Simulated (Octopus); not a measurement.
# Ag (P6_3/mmc) in Octopus: reference runs

Reference runs on Ag: the cell as given.

Everything below comes from runs of Octopus 16.4. Logs are shortened: lines on timing, memory, paths and dates and some standing lists are left out, and cuts for length are marked.

### 1 The structure

It takes space group P6_3/mmc (No. 194, hexagonal). The conventional cell has a = 2.930 Å, b = 2.930 Å, c = 4.790 Å, α = 90.00°, β = 90.00°, γ = 120.00°. Ag (site symmetry -6m2) is surrounded by 12 Ag at 2.93 Å.

This isn't the form of Ag at room conditions, which is fcc.

### 2 Single point, PBEsol

inp reads:

```
CalculationMode = gs
UnitsOutput = eV_Angstrom
PeriodicDimensions = 3
ExperimentalFeatures = yes
PseudopotentialSet = pseudodojo_pbesol
%LatticeParameters
 1*angstrom | 1*angstrom | 1*angstrom
%
%LatticeVectors
 2.93 | 0 | 0
 -1.465 | 2.5374544331 | 0
 0 | 0 | 4.79
%
%ReducedCoordinates
 "Ag" | 0.6666666667 | 0.3333333333 | 0.75
 "Ag" | 0.3333333333 | 0.6666666667 | 0.25
%
%Spacing
 0.12208333*angstrom | 0.12208333*angstrom | 0.12605263*angstrom
%
DerivativesOrder = 8
%KPointsGrid
 10 | 10 | 6
%
KPointsUseSymmetries = yes
XCFunctional = gga_x_pbe_sol + gga_c_pbe_sol
SmearingFunction = fermi_dirac
Smearing = 0.05*eV
ExtraStates = 10
Eigensolver = chebyshev_filter
ConvRelDens = 3e-7
MaximumIter = 120
%Output
 density | cube
 elf | cube
 potential | cube
%
```

Potentials or basis: pseudodojo_pbesol (PseudoDojo 0.4, PBEsol).

On the command line:

```bash
$ OMP_NUM_THREADS=1 octopus > out.log
```

out.log:

```text
Running octopus

[... 13 lines left out ...]

Input: [AllElectronType = no]
Input: [PseudopotentialSet = pseudodojo_pbesol]
Reading Coordinates from ReducedCoordinates block

****************************** Species *******************************
  Species 'Ag'
    type             : pseudopotential
    file             : 'Ag.upf'
    file format      : UPF2
    valence charge   : 19.0
    atomic number    :  47
    form on file     : kleinman-bylander
    lmax             : 2
    llocal           : -1
    projectors per l : 2
    total projectors : 6
    application form : kleinman-bylander
    orbitals         : 10
    bound orbitals   : 10

**********************************************************************

***************************** Symmetries *****************************
Space group No.  194
International: P6_3/mmc
Schoenflies: D6h^4
Info: The system has    12 symmorphic symmetries that can be used.
  Index                Rotation matrix                      Fractional translations
    1 :     1   0   0     0   1   0     0   0   1      0.000000    0.000000    0.000000
    2 :    -1   0   0     0  -1   0     0   0  -1      0.000000    0.000000    0.000000
    3 :     0   1   0    -1  -1   0     0   0   1      0.000000    0.000000    0.000000
    4 :     0  -1   0     1   1   0     0   0  -1      0.000000    0.000000    0.000000
    5 :    -1  -1   0     1   0   0     0   0   1      0.000000    0.000000    0.000000
    6 :     1   1   0    -1   0   0     0   0  -1      0.000000    0.000000    0.000000
    7 :    -1  -1   0     0   1   0     0   0  -1      0.000000    0.000000    0.000000
    8 :     1   1   0     0  -1   0     0   0   1      0.000000    0.000000    0.000000
    9 :     0   1   0     1   0   0     0   0  -1      0.000000    0.000000    0.000000
   10 :     0  -1   0    -1   0   0     0   0   1      0.000000    0.000000    0.000000
   11 :     1   0   0    -1  -1   0     0   0  -1      0.000000    0.000000    0.000000
   12 :    -1   0   0     1   1   0     0   0   1      0.000000    0.000000    0.000000
Info: The system also has    12 nonsymmorphic symmetries (not used for electrons).
    1 :     1   1   0    -1   0   0     0   0   1     -0.000000    0.000000   -0.500000
    2 :    -1  -1   0     1   0   0     0   0  -1     -0.000000   -0.000000   -0.500000
    3 :    -1   0   0     0  -1   0     0   0   1     -0.000000   -0.000000   -0.500000
    4 :     1   0   0     0   1   0     0   0  -1      0.000000    0.000000   -0.500000
    5 :     0  -1   0     1   1   0     0   0   1      0.000000   -0.000000   -0.500000
[... 316 lines left out ...]
     29      18       31.038112    0.000000   ( 1.7E-01)
     29      39       31.334573    0.000000   ( 1.7E-01)
     29      50       32.242771    0.000000   ( 1.1E-01)
     29      56       33.011092    0.000000   ( 1.3E-01)

Density of states:

---------------------%------------------------------------------------
---------------------%------------------------------------------------
---------------------%-----------------------------%------------------
---------------------%-----------------------------%------------------
---------------------%-----------------------------%------------------
---------------------%-----------------------------%%-----------------
---------------------%----------------------------%%%-----------------
%--------------------%----------------------------%%%-----------------
%--------------------%----------------------------%%%-------%%--%-----
%--------------------%----------------------------%%%%%%%%%%%%%%%%%%--
                                                     ^

Fermi energy =     6.169211 eV

**********************************************************************

*********************** SCF CYCLE ITER #    2 ************************
 etot  = -8.41223795E+03 abs_ev   =  3.42E+01 rel_ev   =  3.82E-02
 ediff =        3.54E+00 abs_dens =  7.68E-01 rel_dens =  2.02E-02
Matrix vector products: 1800
Converged eigenvectors: 0
[... 151 lines left out ...]
*********************** SCF CYCLE ITER #   15 ************************
 etot  = -8.42992039E+03 abs_ev   =  1.56E-04 rel_ev   =  1.73E-07
 ediff =        1.61E-05 abs_dens =  3.33E-06 rel_dens =  8.75E-08
Matrix vector products: 1800
Converged eigenvectors: 587

#  State  KPoint  Eigenvalue [eV]  Occupation    Error
      1       1      -86.038444    2.000000   ( 1.4E-08)
      1       3      -86.037513    2.000000   ( 1.4E-08)
      1       2      -86.037248    2.000000   ( 1.4E-08)
      1       5      -86.036357    2.000000   ( 1.4E-08)
      1       6      -86.036357    2.000000   ( 1.4E-08)
      1       4      -86.035046    2.000000   ( 1.4E-08)
      1       9      -86.034968    2.000000   ( 1.1E-08)
      1       7      -86.034234    2.000000   ( 1.4E-08)
[... 23 lines left out ...]
     29      25       28.512571    0.000000   ( 2.0E-02)
     29      34       28.730757    0.000000   ( 1.8E-02)
     29      29       29.039418    0.000000   ( 2.2E-02)
     28      50       29.335856    0.000000   ( 4.2E-03)
     29      54       29.526009    0.000000   ( 1.5E-02)
     29      37       29.573046    0.000000   ( 1.4E-02)
     29      56       29.950538    0.000000   ( 1.7E-02)
     29      50       30.937316    0.000000   ( 1.5E-02)

Density of states:

----------------------%-----------------------------%-----------------
----------------------%-----------------------------%-----------------
----------------------%----------------------------%%-----------------
----------------------%----------------------------%%-----------------
----------------------%----------------------------%%-----------------
----------------------%----------------------------%%-----------------
----------------------%----------------------------%%-----------------
%---------------------%----------------------------%%-----------------
%---------------------%----------------------------%%--------%%%%%----
%---------------------%----------------------------%%%%%%%%%%%%%%%%%--
                                                      ^

Fermi energy =     5.687394 eV

**********************************************************************

Info: SCF converged in   15 iterations

** Warning:
**   Some of the states are not fully converged!

Info: Number of matrix-vector products:      27000
Info: Writing output to static/

Info: Finished writing information to 'restart/gs'.

Octopus emitted 20 warnings.
```

Wall time 11 min (1 thread of Arm Neoverse V2, shared host); peak memory 2.3 GiB.

Results:

```
Free energy            : -8429.9261 eV
Band gap on the k mesh : none (metal or under the smearing width)
```
